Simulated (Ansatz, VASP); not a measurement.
# One calculation of Co, two programs

```
CELL_PARAMETERS angstrom
2.42738 0.00000 0.00000
-1.21369 2.10217 0.00000
0.00000 0.00000 3.92305
ATOMIC_POSITIONS crystal
Co 0.33333 0.66667 0.25000
Co 0.66667 0.33333 0.75000
```

Alike in both runs: functional LDA; k mesh 14 × 14 × 8; occupations fermi-dirac, width 0.05 eV; collinear spin.

Ansatz relaxed the structure, and its values are those at the end. VASP's run is a single point on that final structure, the one shown.

|  | VASP | Ansatz |
| --- | --- | --- |
| version | VASP 6.6.1 | Ansatz 0.2.0 |
| potentials or method | VASP PAW LDA potentials, release 64 (Co) | plane waves (420 eV) with PAW, scalar-relativistic |
| plane-wave cutoff (eV) | 520 | 420 |
| valence electrons in the cell | 18 | 34 |

```csv
,VASP,Ansatz,Ansatz less VASP
pressure (GPa),-1.0,0.0,+0.97
net moment per atom (μB),1.50,1.51,+0.013
size of the moment on the site where the two differ most (μB),1.49,1.56,+0.066
```

Site moments also hang on the region over which each program counts them. The two sets of potentials don't hold the same shells in valence. Ansatz warned: «pseudo_functional_mismatch».
